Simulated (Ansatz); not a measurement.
Base system: LiI in the rock salt structure (space group Fm-3m, No. 225).

```
LiI
1.0
    0.00000     2.95164     2.95164
    2.95164     0.00000     2.95164
    2.95164     2.95164     0.00000
I Li
1 1
Cartesian
  0.00000   0.00000   0.00000
  2.95164   2.95164   2.95164
```

Cartesian axes are those of the cell as printed.

Computed with DFT with PBEsol, PAW potentials and a 420 eV plane-wave cutoff in Ansatz (a first-principles code), without spin-orbit coupling.

Free-standing slabs (2 atom(s) a layer) normal to the z axis with 15 Å of vacuum; in-plane cell held at bulk.

One change was made to it. Results:

```csv
quantity,base,after
band gap,4.31 eV,4.25 eV
smallest direct gap,4.35 eV,4.28 eV
```

Question: Name the change that was made.
A. 3 layers
B. 6 layers
C. 1 layer

Answer: B, 6 layers. For comparison, the smallest direct gap in the other runs: 1 layer gives 4.41 eV; 3 layers gives 4.36 eV.

With I present, leaving out spin-orbit coupling can change the band edges. Stability against distortions was not tested.
